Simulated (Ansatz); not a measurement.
# ZnO (P6_3mc): the host for defect calculations, part 2 of 3

Aim: the runs on the perfect crystal ZnO (P6_3mc) that a defect calculation needs first.

Ansatz 0.2.0; plane-wave PAW DFT, r2SCAN; relaxation of the host's cell and atoms; PAW set soft_1 (the session's first sound run).

So far. Step 3 (Dielectric tensors of the host): The principal values of the electronic dielectric tensor are 5.30, 5.30 and 5.34. The principal values of the static dielectric tensor are 10.11, 10.11 and 10.97.

### Step 4. Defect free supercell relaxed in its symmetry

This cell, the one that will hold the defects, is built from the relaxed host. Its coarser k-points can move the atoms a little, so it is relaxed from the symmetric sites, as the reference for the test of stability.

This step: plane-wave PAW DFT, r2SCAN; relaxation of the defect-free supercell in its symmetry; PAW set soft_1 (Ansatz 0.2.0).

System of this step: ZnO (P6_3mc). The cell holds 72 atoms: 36 Zn and 36 O. Cell: a = 9.705 Å, b = 9.705 Å, c = 10.424 Å, α = 90.0°, β = 90.0°, γ = 120.0°.

Contents of pristine.symmetric/input.yaml:

```yaml
crystal:
  lattice:
    - [9.7046860791, 0.0, 0.0]
    - [-4.8523430396, 8.4045046803, 0.0]
    - [0.0, 0.0, 10.4244164997]
  atoms:
    - { symbol: Zn, position: [0.2222222222, 0.1111111111, 0.2502087556] }
    - { symbol: Zn, position: [0.1111111111, 0.2222222222, 0.0002087556] }
    - { symbol: O, position: [0.2222222222, 0.1111111111, 0.4399462444] }
    - { symbol: O, position: [0.1111111111, 0.2222222222, 0.1899462443] }
    - { symbol: Zn, position: [0.2222222222, 0.1111111111, 0.7502087556] }
    - { symbol: Zn, position: [0.1111111111, 0.2222222222, 0.5002087556] }
    - { symbol: O, position: [0.2222222222, 0.1111111111, 0.9399462444] }
    - { symbol: O, position: [0.1111111111, 0.2222222222, 0.6899462444] }
    - { symbol: Zn, position: [0.2222222222, 0.4444444444, 0.2502087556] }
    - { symbol: Zn, position: [0.1111111111, 0.5555555556, 0.0002087556] }
    - { symbol: O, position: [0.2222222222, 0.4444444444, 0.4399462444] }
    - { symbol: O, position: [0.1111111111, 0.5555555556, 0.1899462443] }
    - { symbol: Zn, position: [0.2222222222, 0.4444444444, 0.7502087556] }
    - { symbol: Zn, position: [0.1111111111, 0.5555555556, 0.5002087556] }
    - { symbol: O, position: [0.2222222222, 0.4444444444, 0.9399462444] }
    - { symbol: O, position: [0.1111111111, 0.5555555556, 0.6899462444] }
    - { symbol: Zn, position: [0.2222222222, 0.7777777778, 0.2502087556] }
    - { symbol: Zn, position: [0.1111111111, 0.8888888889, 0.0002087556] }
    - { symbol: O, position: [0.2222222222, 0.7777777778, 0.4399462444] }
    - { symbol: O, position: [0.1111111111, 0.8888888889, 0.1899462443] }
    - { symbol: Zn, position: [0.2222222222, 0.7777777778, 0.7502087556] }
    - { symbol: Zn, position: [0.1111111111, 0.8888888889, 0.5002087556] }
    - { symbol: O, position: [0.2222222222, 0.7777777778, 0.9399462444] }
    - { symbol: O, position: [0.1111111111, 0.8888888889, 0.6899462444] }
    - { symbol: Zn, position: [0.5555555556, 0.1111111111, 0.2502087556] }
    - { symbol: Zn, position: [0.4444444444, 0.2222222222, 0.0002087556] }
    - { symbol: O, position: [0.5555555556, 0.1111111111, 0.4399462444] }
    - { symbol: O, position: [0.4444444444, 0.2222222222, 0.1899462443] }
    - { symbol: Zn, position: [0.5555555556, 0.1111111111, 0.7502087556] }
    - { symbol: Zn, position: [0.4444444444, 0.2222222222, 0.5002087556] }
    - { symbol: O, position: [0.5555555556, 0.1111111111, 0.9399462444] }
    - { symbol: O, position: [0.4444444444, 0.2222222222, 0.6899462444] }
    - { symbol: Zn, position: [0.5555555556, 0.4444444444, 0.2502087556] }
    - { symbol: Zn, position: [0.4444444444, 0.5555555556, 0.0002087556] }
    - { symbol: O, position: [0.5555555556, 0.4444444444, 0.4399462444] }
    - { symbol: O, position: [0.4444444444, 0.5555555556, 0.1899462443] }
    - { symbol: Zn, position: [0.5555555556, 0.4444444444, 0.7502087556] }
    - { symbol: Zn, position: [0.4444444444, 0.5555555556, 0.5002087556] }
    - { symbol: O, position: [0.5555555556, 0.4444444444, 0.9399462444] }
    - { symbol: O, position: [0.4444444444, 0.5555555556, 0.6899462444] }
    - { symbol: Zn, position: [0.5555555556, 0.7777777778, 0.2502087556] }
    - { symbol: Zn, position: [0.4444444444, 0.8888888889, 0.0002087556] }
    - { symbol: O, position: [0.5555555556, 0.7777777778, 0.4399462444] }
    - { symbol: O, position: [0.4444444444, 0.8888888889, 0.1899462443] }
    - { symbol: Zn, position: [0.5555555556, 0.7777777778, 0.7502087556] }
    - { symbol: Zn, position: [0.4444444444, 0.8888888889, 0.5002087556] }
    - { symbol: O, position: [0.5555555556, 0.7777777778, 0.9399462444] }
    - { symbol: O, position: [0.4444444444, 0.8888888889, 0.6899462444] }
    - { symbol: Zn, position: [0.8888888889, 0.1111111111, 0.2502087556] }
    - { symbol: Zn, position: [0.7777777778, 0.2222222222, 0.0002087556] }
    - { symbol: O, position: [0.8888888889, 0.1111111111, 0.4399462444] }
    - { symbol: O, position: [0.7777777778, 0.2222222222, 0.1899462443] }
    - { symbol: Zn, position: [0.8888888889, 0.1111111111, 0.7502087556] }
    - { symbol: Zn, position: [0.7777777778, 0.2222222222, 0.5002087556] }
    - { symbol: O, position: [0.8888888889, 0.1111111111, 0.9399462444] }
    - { symbol: O, position: [0.7777777778, 0.2222222222, 0.6899462444] }
    - { symbol: Zn, position: [0.8888888889, 0.4444444444, 0.2502087556] }
    - { symbol: Zn, position: [0.7777777778, 0.5555555556, 0.0002087556] }
    - { symbol: O, position: [0.8888888889, 0.4444444444, 0.4399462444] }
    - { symbol: O, position: [0.7777777778, 0.5555555556, 0.1899462443] }
    - { symbol: Zn, position: [0.8888888889, 0.4444444444, 0.7502087556] }
    - { symbol: Zn, position: [0.7777777778, 0.5555555556, 0.5002087556] }
    - { symbol: O, position: [0.8888888889, 0.4444444444, 0.9399462444] }
    - { symbol: O, position: [0.7777777778, 0.5555555556, 0.6899462444] }
    - { symbol: Zn, position: [0.8888888889, 0.7777777778, 0.2502087556] }
    - { symbol: Zn, position: [0.7777777778, 0.8888888889, 0.0002087556] }
    - { symbol: O, position: [0.8888888889, 0.7777777778, 0.4399462444] }
    - { symbol: O, position: [0.7777777778, 0.8888888889, 0.1899462443] }
    - { symbol: Zn, position: [0.8888888889, 0.7777777778, 0.7502087556] }
    - { symbol: Zn, position: [0.7777777778, 0.8888888889, 0.5002087556] }
    - { symbol: O, position: [0.8888888889, 0.7777777778, 0.9399462444] }
    - { symbol: O, position: [0.7777777778, 0.8888888889, 0.6899462444] }
basis:
  ecutwfc: 500
  xc_grid: 2
hamiltonian:
  xc: r2scan
  pseudopotentials: { kind: paw, azcp: { folder: soft_1 } }
kpoints:
  mp_grid: { grid: [1, 1, 1] }
scf:
  occupations: { method: fermi_dirac, width: 0.01 }
  max_iter: 100
  lower_state_search: "off"
output:
  forces: true
relax:
  f_tol: 0.015
  max_steps: 60
  escape_saddle: false
checkpoint:
  write: "../pristine.symmetric.run"
  compress: false
  write_wavefunctions: false
  write_every: 100000
```

The run is started by

```console
$ ansatz run input.yaml --threads 32 --pin off --max-ram 84787MiB --backend cuda --events-out ev --progress --plain --runs-dir out --max-vram 78GiB
```

Numbers of over 12 decimals in the logs are rounded to 6 here.

The log of the run:

```text
[...]
device memory: the entry about to start is reckoned to put 3.9 GiB on a device that reports 169.1 GiB free (of which the cap on the GPU budget leaves the run 78.0 GiB)
GPU FFT provider: cuFFT
GPU libraries: cuBLAS 13.8.1, cuFFT 12.4.0, cuSOLVER 12.3.2
GPU matrix products: emulated (plane waves: as basis.precision tells), large ones in fixed point in workspaces of 1.00 GiB
Crystal: 72 atoms, lattice volume = 850.248 Å³
Basis set: ecut = 500 eV, 21561 PW (Γ), exchange–correlation on 144×144×160 points (8 copies of the dense FFT grid, shifted against one another)
Bands: 396, of which v1, the nominal top of the filled ones, is band 324 counted from 1 (323 counted from 0)
Symmetry: 216 space group operations
[...]
k-points: 1
[...]
GPU buffer pool allocated for 414720 grid points (all kernels)
GPU transforms: local potential and band sums: pruned to the plane-wave sphere, on 72×72×80
[...]
SCF iter   1: F=-140183.271781 eV  HF=-140233.383484 eV  |Δ(HF+E_count)|=         —  Δρ=1.25e-1  dr2=6.94e1  dr2_τ=1.73e0  Hψ=1573
[...]
SCF iter   3: F=-140214.532046 eV  HF=-140215.388683 eV  |Δ(HF+E_count)|=   7.22e-1  Δρ=2.17e-2  dr2=3.17e0  dr2_τ=7.28e-2  Hψ=733
automatic band count: iteration 3 solves 375 bands in place of 396: the levels show a gap, and the empty bands left out lie too high to hold charge; the band table lists the bands solved (type scf.n_extra_bands for more)
SCF iter   4: F=-140215.535291 eV  HF=-140215.387920 eV  |Δ(HF+E_count)|=   7.63e-4  Δρ=8.27e-3  dr2=2.79e-1  dr2_τ=1.07e-2  Hψ=634
[...]
SCF iter   9: F=-140215.578343 eV  HF=-140215.578343 eV  |Δ(HF+E_count)|=   4.20e-6  Δρ=8.33e-6  dr2=4.45e-7  dr2_τ=2.15e-8  Hψ=1293
SCF 1 converged in 9 iterations: F = -140215.578343 eV  dr2 = 4.45e-7
[...]
relax step   1: F+E_penalty+E_count = -140215.57834341 eV  Δ(F+E_penalty+E_count) = +0.000e0 eV  max|allowed force component| = 1.324e-2 eV/Å  Δτ_max = 0.0000 Å  (9 SCF iters, dr2 threshold 5.63e-6 eV, accepted)
[...]
SCF iter   3: F=-140215.578344 eV  HF=-140215.578344 eV  |Δ(HF+E_count)|=   5.35e-8  Δρ=2.59e-6  dr2=4.61e-8  dr2_τ=1.65e-9  Hψ=1006
SCF 2 converged in 3 iterations: F = -140215.578344 eV  dr2 = 4.61e-8
relax step   2: F+E_penalty+E_count = -140215.57834351 eV  Δ(F+E_penalty+E_count) = -9.767e-8 eV  max|allowed force component| = 1.325e-2 eV/Å  Δτ_max = 0.0000 Å  (3 SCF iters, accepted)
[...]
SCF iter   2: F=-140215.578344 eV  HF=-140215.578344 eV  |Δ(HF+E_count)|=   4.39e-9  Δρ=1.18e-6  dr2=1.52e-8  dr2_τ=4.22e-10  Hψ=1012
SCF 3 converged in 2 iterations: F = -140215.578344 eV  dr2 = 1.52e-8
SCF converged after 2 iterations
Free energy (F): -140215.578344 eV
[...]
Internal energy: -140215.578344 eV  (E = F + TS)
E sigma→0 (E₀):  -140215.578344 eV
Fermi energy:    7.568908 eV
[...]
--- Forces (eV/Å), atoms counted from 1 ---
  atom   1  Zn    -0.00000000     0.00000000     0.01351164
  atom   2  Zn     0.00000000    -0.00000000     0.01351164
  atom   3  O     -0.00000000     0.00000000    -0.01299388
  atom   4  O      0.00000000    -0.00000000    -0.01299388
  atom   5  Zn    -0.00000000     0.00000000     0.01351164
  atom   6  Zn     0.00000000    -0.00000000     0.01351164
  [... 66 more lines of this table ...]
  max |Σ_I F_I| component: 1.86e-2 eV/Å
--- Relaxed structure (2 steps of the walk, 2 accepted, 0 SCFs on fresh bases) ---
  F+E_penalty+E_count = -140215.57834351 eV   max|allowed force component| = 1.325e-2 eV/Å
  atoms:
    - { symbol: Zn, position: [0.222222, 0.111111, 0.2502087556] }
    - { symbol: Zn, position: [0.111111, 0.222222, 0.000209] }
    - { symbol: O, position: [0.222222, 0.111111, 0.439946] }
    - { symbol: O, position: [0.111111, 0.222222, 0.189946] }
    - { symbol: Zn, position: [0.222222, 0.111111, 0.7502087556] }
    - { symbol: Zn, position: [0.111111, 0.222222, 0.5002087556] }
  [... 66 more lines of this table ...]
```

The job ended after 1.9 s (1 × NVIDIA GB200 with 32 threads of Arm Neoverse V2, shared host; peak memory 1.2 GiB; 5.8 s of CPU time).

No atom moved by 0.005 Å in the relaxation.

### Step 5. Defect free supercell relaxed from displaced atoms

This step: plane-wave PAW DFT, r2SCAN; relaxation of the defect-free supercell from random displacements, a test of the host's stability; PAW set soft_1 (Ansatz 0.2.0).

pristine.rattled/input.yaml, as its differences from pristine.symmetric/input.yaml of step 4:

```diff
@@ -94,6 +94,6 @@
   f_tol: 0.015
-  max_steps: 60
-  escape_saddle: false
+  max_steps: 120
+  random_displacement: { amplitude: 0.06, seed: 2185 }
 checkpoint:
-  write: "../pristine.symmetric.run"
+  write: "../pristine.rattled.run"
   compress: false
```

The log of the run:

```text
[...]
Crystal: 72 atoms, lattice volume = 850.248 Å³
Basis set: ecut = 500 eV, 21561 PW (Γ), exchange–correlation on 144×144×160 points (8 copies of the dense FFT grid, shifted against one another)
Bands: 396, of which v1, the nominal top of the filled ones, is band 324 counted from 1 (323 counted from 0)
Symmetry: 1 space group operations
k-points: 1
[...]
SCF iter   1: F=-140181.830963 eV  HF=-140231.723394 eV  |Δ(HF+E_count)|=         —  Δρ=1.24e-1  dr2=6.92e1  dr2_τ=1.77e0  Hψ=1575
[...]
SCF iter   3: F=-140213.004674 eV  HF=-140213.867860 eV  |Δ(HF+E_count)|=   6.84e-1  Δρ=2.17e-2  dr2=3.16e0  dr2_τ=7.28e-2  Hψ=733
[...]
SCF 1 converged in 10 iterations: F = -140214.049851 eV  dr2 = 1.71e-6
[...]
relax step   1: F+E_penalty+E_count = -140214.04985083 eV  Δ(F+E_penalty+E_count) = +0.000e0 eV  max|allowed force component| = 1.174e0 eV/Å  Δτ_max = 0.0000 Å  (10 SCF iters, dr2 threshold 5.63e-6 eV, accepted)
[...]
relax step   2: F+E_penalty+E_count = -140214.91997601 eV  Δ(F+E_penalty+E_count) = -8.701e-1 eV  max|allowed force component| = 7.654e-1 eV/Å  Δτ_max = 0.0390 Å  (6 SCF iters, dr2 threshold 8.62e-5 eV, accepted)
relax step   3: F+E_penalty+E_count = -140215.57833121 eV  Δ(F+E_penalty+E_count) = -6.584e-1 eV  max|allowed force component| = 1.864e-2 eV/Å  Δτ_max = 0.0546 Å  (7 SCF iters, dr2 threshold 3.66e-5 eV, accepted)
relax step   4: F+E_penalty+E_count = -140215.57833359 eV  Δ(F+E_penalty+E_count) = -2.380e-6 eV  max|allowed force component| = 1.915e-2 eV/Å  Δτ_max = 0.0000 Å  (5 SCF iters, accepted)
[...]
SCF iter   2: F=-140215.576180 eV  HF=-140215.576225 eV  |Δ(HF+E_count)|=   1.38e-3  Δρ=3.24e-4  dr2=3.33e-4  dr2_τ=9.19e-6  Hψ=769
[...]
SCF iter   7: F=-140215.578753 eV  HF=-140215.578753 eV  |Δ(HF+E_count)|=   1.58e-8  Δρ=8.05e-7  dr2=6.72e-9  dr2_τ=1.87e-10  Hψ=1303
SCF 5 converged in 7 iterations: F = -140215.578753 eV  dr2 = 6.72e-9
[...]
relax step   5: F+E_penalty+E_count = -140215.57875263 eV  Δ(F+E_penalty+E_count) = -4.190e-4 eV  max|allowed force component| = 4.813e-4 eV/Å  Δτ_max = 0.0061 Å  (7 SCF iters, accepted)
[...]
SCF iter   1: F=-140215.578753 eV  HF=-140215.578753 eV  |Δ(HF+E_count)|=         —  Δρ=8.04e-7  dr2=6.71e-9  dr2_τ=1.86e-10  Hψ=1450
[...]
SCF iter   2: F=-140215.578753 eV  HF=-140215.578753 eV  |Δ(HF+E_count)|=  3.78e-10  Δρ=4.89e-7  dr2=2.98e-9  dr2_τ=4.36e-11  Hψ=724
SCF 6 converged in 2 iterations: F = -140215.578753 eV  dr2 = 2.98e-9
SCF converged after 2 iterations
Free energy (F): -140215.578753 eV
[...]
Internal energy: -140215.578753 eV  (E = F + TS)
E sigma→0 (E₀):  -140215.578753 eV
Fermi energy:    7.568315 eV
[...]
--- Forces (eV/Å), atoms counted from 1 ---
  atom   1  Zn    -0.00024982     0.00019305     0.00047269
  atom   2  Zn    -0.00008202     0.00025666     0.00025756
  atom   3  O     -0.00006359     0.00029713     0.00028003
  atom   4  O      0.00001789     0.00024754     0.00027454
  atom   5  Zn    -0.00038494     0.00016961     0.00053437
  atom   6  Zn    -0.00005848     0.00028667     0.00042676
  [... 66 more lines of this table ...]
  max |Σ_I F_I| component: 2.66e-2 eV/Å
--- Relaxed structure (5 steps of the walk, 5 accepted, 0 SCFs on fresh bases) ---
  F+E_penalty+E_count = -140215.57875263 eV   max|allowed force component| = 4.813e-4 eV/Å
  atoms:
    - { symbol: Zn, position: [0.221817, 0.110138, 0.250161] }
    - { symbol: Zn, position: [0.110706, 0.221244, 0.000165] }
    - { symbol: O, position: [0.221812, 0.110117, 0.439705] }
    - { symbol: O, position: [0.110695, 0.221243, 0.189707] }
    - { symbol: Zn, position: [0.221835, 0.110123, 0.750155] }
    - { symbol: Zn, position: [0.110687, 0.221214, 0.500153] }
  [... 66 more lines of this table ...]
```

Elapsed: 4.1 s, on 1 × NVIDIA GB200 with 32 threads; peak memory 1.3 GiB; 13 s of CPU time.

Step by step:

```
step  energy less that of the first step (eV)  largest force component (eV/Å)
   1                                   0.0000                          1.1743
   2                                  -0.8701                          0.7654
   3                                  -1.5285                          0.0186
   4                                  -1.5285                          0.0191
   5                                  -1.5289                          0.0005
```

The relaxation ends 21 meV an atom lower than the displaced start, with a largest force component of 4.8e-4 eV/Å.

### Step 6. Host on a dense mesh

This step: plane-wave PAW DFT, r2SCAN; single point of the defect-free host, a test of the k-point sampling; PAW set soft_1 (Ansatz 0.2.0).

System of this step: ZnO (P6_3mc). Symmetry: P6_3mc, No. 186, hexagonal system. Conventional cell: a = 3.235 Å, b = 3.235 Å, c = 5.212 Å, α = 90.00°, β = 90.00°, γ = 120.00°. Zn has 4 O at 1.97 to 1.98 Å nearest. O has 4 Zn at 1.97 to 1.98 Å nearest. Farther neighbours and most contacts between anions are not listed.

Contents of dense/input.yaml:

```yaml
crystal:
  lattice:
    - [3.2348953597, 0.0, 0.0]
    - [-1.6174476799, 2.8015015601, 0.0]
    - [0.0, 0.0, 5.2122082498]
  atoms:
    - { symbol: Zn, position: [0.6666666667, 0.3333333333, 0.5004175113] }
    - { symbol: Zn, position: [0.3333333333, 0.6666666667, 0.0004175113] }
    - { symbol: O, position: [0.6666666667, 0.3333333333, 0.8798924887] }
    - { symbol: O, position: [0.3333333333, 0.6666666667, 0.3798924887] }
basis:
  ecutwfc: 500
  xc_grid: 2
hamiltonian:
  xc: r2scan
  pseudopotentials: { kind: paw, azcp: { folder: soft_1 } }
kpoints:
  mp_grid: { grid: [10, 10, 6] }
scf:
  occupations: { method: fermi_dirac, width: 0.01 }
  max_iter: 100
  lower_state_search: "off"
checkpoint:
  write: "../dense.run"
  compress: false
  write_wavefunctions: false
  write_every: 100000
```

The log of the run:

```text
[...]
GPU FFT provider: cuFFT
GPU libraries: cuBLAS 13.8.1, cuFFT 12.4.0, cuSOLVER 12.3.2
[...]
Crystal: 4 atoms, lattice volume = 47.236 Å³
Basis set: ecut = 500 eV, 1165 PW (Γ), exchange–correlation on 48×48×80 points (8 copies of the dense FFT grid, shifted against one another)
Bands: 22, of which v1, the nominal top of the filled ones, is band 18 counted from 1 (17 counted from 0)
Symmetry: 12 space group operations
[...]
k-points: 56 of 600 (time reversal used)
[...]
GPU buffer pool allocated for 23040 grid points (all kernels)
[...]
SCF iter   1: F=-7788.065179 eV  HF=-7790.851699 eV  |Δ(HF+E_count)|=         —  Δρ=1.24e-1  dr2=3.82e0  dr2_τ=8.82e-2  Hψ=6256
[...]
SCF iter   9: F=-7789.864841 eV  HF=-7789.864841 eV  |Δ(HF+E_count)|=   2.05e-7  Δρ=6.57e-6  dr2=1.73e-8  dr2_τ=8.48e-10  Hψ=3317
SCF 1 converged in 9 iterations: F = -7789.864841 eV  dr2 = 1.73e-8
[...]
SCF converged after 9 iterations
Free energy (F): -7789.864841 eV
[...]
Internal energy: -7789.864841 eV  (E = F + TS)
E sigma→0 (E₀):  -7789.864841 eV
Fermi energy:    7.539017 eV
[...]
```

It took 1 s on 1 × NVIDIA GB200 with 32 threads; peak memory 1 GiB.

### Step 7. Defect free supercell at the zone centre

The supercell is run at the zone centre, to see how far that sampling misses the dense mesh.

System of this step: ZnO (P6_3mc). The cell holds 72 atoms: 36 Zn and 36 O. Its edges and angles: a = 9.705 Å, b = 9.705 Å, c = 10.424 Å, α = 90.0°, β = 90.0°, γ = 120.0°.

pristine.sampling_gamma/input.yaml, as its differences from pristine.rattled/input.yaml of step 5:

```diff
@@ -90,10 +90,4 @@
   lower_state_search: "off"
-output:
-  forces: true
-relax:
-  f_tol: 0.015
-  max_steps: 120
-  random_displacement: { amplitude: 0.06, seed: 2185 }
 checkpoint:
-  write: "../pristine.rattled.run"
+  write: "../pristine.sampling_gamma.run"
   compress: false
```

The log of the run:

```text
[...]
GPU FFT provider: cuFFT
GPU libraries: cuBLAS 13.8.1, cuFFT 12.4.0, cuSOLVER 12.3.2
[...]
Crystal: 72 atoms, lattice volume = 850.248 Å³
Basis set: ecut = 500 eV, 21561 PW (Γ), exchange–correlation on 144×144×160 points (8 copies of the dense FFT grid, shifted against one another)
Bands: 396, of which v1, the nominal top of the filled ones, is band 324 counted from 1 (323 counted from 0)
Symmetry: 216 space group operations
[...]
k-points: 1
[...]
GPU buffer pool allocated for 414720 grid points (all kernels)
[...]
SCF iter   1: F=-140183.271652 eV  HF=-140233.383517 eV  |Δ(HF+E_count)|=         —  Δρ=1.25e-1  dr2=6.94e1  dr2_τ=1.73e0  Hψ=1573
[...]
SCF iter  10: F=-140215.578344 eV  HF=-140215.578344 eV  |Δ(HF+E_count)|=   9.29e-8  Δρ=1.12e-6  dr2=1.24e-8  dr2_τ=5.76e-10  Hψ=991
SCF 1 converged in 10 iterations: F = -140215.578344 eV  dr2 = 1.24e-8
[...]
SCF converged after 10 iterations
Free energy (F): -140215.578344 eV
[...]
Internal energy: -140215.578344 eV  (E = F + TS)
E sigma→0 (E₀):  -140215.578344 eV
Fermi energy:    7.568913 eV
[...]
```

Run time: 1.3 s. Hardware: 1 × NVIDIA GB200 with 32 threads; peak memory 1.2 GiB; 3.2 s of CPU time.

(Part 2 of 3 ends here.)

[Logs are printed without paths, hosts, clocks, repeated set-up lines and the standing remarks that a program may print on its own settings, such as how far it seeks lower states.]

[Hosts, paths, dates, database ids (printed as entryN), source tags and the programs' standing remarks are cut or masked in the printed files.]

[Runs of the host that timed out are not shown.]

[For some hosts the program warned that the k-mesh of the response run may be too coarse for force constants and the static dielectric constant; such warnings are not always shown.]

[The program warned that the k-mesh of a response run behind this text may be too coarse: force constants, and the static dielectric constant and all else formed from them, are not shown converged.]
